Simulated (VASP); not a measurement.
Runs of VASP 6.6.1 on BaS. Symmetry: Fm-3m, No. 225, cubic system. The conventional cell has a = 6.388 Å, b = 6.388 Å, c = 6.388 Å, α = 90.00°, β = 90.00°, γ = 90.00°. Ba (site symmetry m-3m) is surrounded by 6 S at 3.19 Å. S (site symmetry m-3m) has 6 Ba at 3.19 Å as nearest neighbours. 

```tsv
task	level	smearing	gap on the mesh (eV)	pressure (GPa)
band structure	revTPSS	fermi-dirac 0.05 eV	2.19	(a)
band structure	TPSS	fermi-dirac 0.05 eV	2.25	1.3
band structure	MS2	fermi-dirac 0.05 eV	2.47	0.9
single point	PBE	gaussian 0.012 eV	(b)	1.4
```

Alike in all rows: potentials or basis VASP PAW PBE potentials, release 64 (Ba_sv, S); no spin polarisation; cell as given; k mesh 7 × 7 × 7; cutoff (eV) 520.

Task: Fill in the values left out.

Result: (a) 1.2; (b) 2.17.

Caveats: spin-orbit coupling is left out, which moves the levels of the heavy elements; the PAW data sets were made with another functional, which shifts forces and pressure a little (some runs); an odd mesh through Γ misses points on the zone boundary, where band edges often lie (some runs).

A k mesh can miss the band edges, and the runs leave out spin-orbit coupling on Ba.
